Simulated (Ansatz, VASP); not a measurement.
**Two plane-wave programs on S**

```
S
1.0
     0.00000    2.89470    2.89470
     2.89470    0.00000    2.89470
     2.89470    2.89470    0.00000
S
2
Direct
  0.87500 0.87500 0.87500
  0.12500 0.12500 0.12500
```

Alike in both runs: functional PBE; k mesh 13 × 13 × 13; occupations fermi-dirac, width 0.08 eV; no spin polarisation.

Ansatz relaxed the structure, and its values are those at the end. VASP's run is a single point on that final structure, the one shown.

```csv
,VASP,Ansatz
version,VASP 6.6.1,Ansatz 0.2.0
potentials or method,"VASP PAW PBE potentials, release 64 (S)","PAW with Ansatz's default frozen-core files, scalar-relativistic"
plane-wave cutoff (eV),520,420
valence electrons in the cell,12,12
```

```csv
,VASP,Ansatz,Ansatz less VASP
pressure (GPa),0.0,0.0,+0.07
```

The functional is the same, so the differences come from potentials, cutoffs and numerics.
